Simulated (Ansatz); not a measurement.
**MgS: element substitutions**

Base system: MgS in the rock salt structure (space group Fm-3m, No. 225; a = 5.230 Å).

Each row replaces one element on all its sites; cell and atoms are relaxed.

Levels (all Ansatz, a program for electronic structure, PAW): PBE (420 eV, no SOC); PBEsol (420 eV, scalar-relativistic without spin-orbit coupling).

The base cell above is that of PBE; each level relaxes its own structures.

```json
[
 {"case": "Mg → Ca", "band gap, PBE": "2.38 eV", "band gap, PBEsol": "…"},
 {"case": "S → C", "band gap, PBE": "zero", "band gap, PBEsol": "…"},
 {"case": "S → O", "band gap, PBE": "4.46 eV", "band gap, PBEsol": "4.62 eV"}
]
```

Q: Complete the table.

A: 
- Mg → Ca, band gap, PBEsol: 2.16 eV
- S → C, band gap, PBEsol: zero

The two levels differ by at most about 0.22 eV. They put the cases in the same order.

Stability against distortions was not tested. As relaxed here, MgC is a hypothetical phase, not in the database extracts checked. All final runs are without spin polarisation.
